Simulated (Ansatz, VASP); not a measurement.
**Two plane-wave programs on WSe2**

```
W Se
1.0
     3.24991    0.00000    0.00000
    -1.62496    2.81451    0.00000
     0.00000    0.00000   12.82075
W Se
2 4
Direct
  0.66667 0.33333 0.75000
  0.33333 0.66667 0.25000
  0.33333 0.66667 0.88000
  0.66667 0.33333 0.38000
  0.33333 0.66667 0.62000
  0.66667 0.33333 0.12000
```

Alike in both runs: functional LDA; k mesh 9 × 9 × 2; occupations gaussian, width 0.02 eV; no spin polarisation.

Ansatz relaxed the structure, and its values are those at the end. VASP's run is a single point on that final structure, the one shown.

```csv
,VASP,Ansatz
version,VASP 6.6.1,Ansatz 0.2.0
potentials or method,"VASP PAW LDA potentials, release 64 (W_sv, Se)","scalar-relativistic, plane waves, PAW"
plane-wave cutoff (eV),520,420
valence electrons in the cell,52,92
```

```csv
,VASP,Ansatz,Ansatz less VASP
gap on the k mesh at the Fermi level (eV),0.98,0.99,+0.011
least direct gap on the mesh (eV),1.62,1.62,-0.003
pressure (GPa),0.8,0.0,-0.79
rms of the force components (eV/Å),0.049,0.000,-0.0487
```

The two sets of potentials don't hold the same shells in valence. Ansatz warned: «pseudo_functional_mismatch».

Caveats: spin-orbit coupling is left out, which moves the levels of the heavy elements; an odd mesh through Γ misses points on the zone boundary, where band edges often lie. A hybrid or GW would open this gap; LDA tends to underestimate it.
